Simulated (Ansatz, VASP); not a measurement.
One calculation of SiC, two programs

```
Si C
1.0
     0.00000    2.17400    2.34792
     2.17400    0.00000    2.34792
     2.17400    2.17400    0.00000
Si C
1 1
Cartesian
  0.0000 0.0000 0.0000
  3.2610 3.2610 3.5219
```

Change from the starting cell: strain +0.000 along x and y, +0.080 along z, atoms carried along.

Alike in both runs: task single point; functional r2SCAN; k mesh 12 × 12 × 12; occupations gaussian, width 0.05 eV; no spin polarisation.

|  | VASP | Ansatz |
| --- | --- | --- |
| version | VASP 6.6.1 | Ansatz 0.2.0 |
| potentials or method | VASP PAW PBE potentials, release 64 (Si, C) | scalar-relativistic, plane waves, PAW |
| plane-wave cutoff (eV) | 520 | 500 |
| valence electrons in the cell | 8 | 8 |

```tsv
	VASP	Ansatz	Ansatz less VASP
gap on the k mesh at the Fermi level (eV)	1.36	1.35	-0.009
least direct gap on the mesh (eV)	4.90	4.89	-0.012
pressure (GPa)	-14.5	-14.3	+0.12
largest component of the traceless stress (GPa)	16.12	16.07	-0.049
```

Caveats: the PAW data sets were made with another functional, which shifts forces and pressure a little (VASP). A k mesh can miss the band edges.
